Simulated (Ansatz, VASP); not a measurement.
# Ni3O in VASP and in Ansatz

INCAR

```
SYSTEM = Ni3O
PREC = Accurate
ENCUT = 520
EDIFF = 1E-7
ISMEAR = 0
SIGMA = 0.1
LREAL = .FALSE.
LASPH = .TRUE.
NELM = 150
ALGO = Normal
ISIF = 2
LWAVE = .FALSE.
LCHARG = .FALSE.
ISPIN = 2
MAGMOM = 2 2 2 0
LORBIT = 11
LMAXMIX = 4
GGA = PE
NBANDS = 30
```

KPOINTS

```
Automatic mesh
0
G
  6 6 6
  0 0 0
```

Contents of POSCAR:

```
Ni3O
1.0
    0.0000000000      2.5372305500      2.5372305500
    2.5372305500      0.0000000000      2.5372305500
    2.5372305500      2.5372305500      0.0000000000
Ni O
3 1
Direct
    0.2500000000      0.2500000000      0.2500000000
    0.7500000000      0.7500000000      0.7500000000
    0.5000000000      0.5000000000      0.5000000000
    0.0000000000      0.0000000000      0.0000000000
```

Input for Ansatz:

```yaml
crystal:
  lattice:
    - [0.0, 2.53723055, 2.53723055]
    - [2.53723055, 0.0, 2.53723055]
    - [2.53723055, 2.53723055, 0.0]
  atoms:
    - { symbol: Ni, position: [0.25, 0.25, 0.25], spin: 2.0 }
    - { symbol: Ni, position: [0.75, 0.75, 0.75], spin: 2.0 }
    - { symbol: Ni, position: [0.5, 0.5, 0.5], spin: 2.0 }
    - { symbol: O, position: [0.0, 0.0, 0.0] }
basis:
  ecutwfc: 420
kpoints:
  mp_grid: { grid: [6, 6, 6] }
hamiltonian:
  xc: pbe
scf:
  occupations: { method: gaussian, width: 0.1 }
  lower_state_search: "off"
output:
  forces: true
  stress: true
  eigenvalues: true
  populations: true
magnetization:
  spin_polarized: true
```

Change from the starting cell: species swapped into the Mn3Si type (Fm-3m, No. 225).

Alike in both runs: task single point; functional PBE; k mesh 6 × 6 × 6; occupations gaussian, width 0.1 eV; collinear spin.

|  | VASP | Ansatz |
| --- | --- | --- |
| version | VASP 6.6.1 | Ansatz 0.2.0 |
| potentials or method | VASP PAW PBE potentials, release 64 (Ni, O) | scalar-relativistic, plane waves, PAW |
| plane-wave cutoff (eV) | 520 | 420 |
| valence electrons in the cell | 36 | 60 |

```csv
,VASP,Ansatz,Ansatz less VASP
gap on the k mesh at the Fermi level (eV),none,none,-
net moment per atom (μB),0.45,0.46,+0.012
size of the moment on the site where the two differ most (μB),0.55,0.61,+0.059
```

Site moments also hang on the region over which each program counts them. A gap of «none» marks a metal or a gap that the smearing closes. The two sets of potentials don't hold the same shells in valence.

Caveats: semilocal functionals often make such compounds metallic where correlation or magnetic order opens a gap, which also shifts bond lengths.
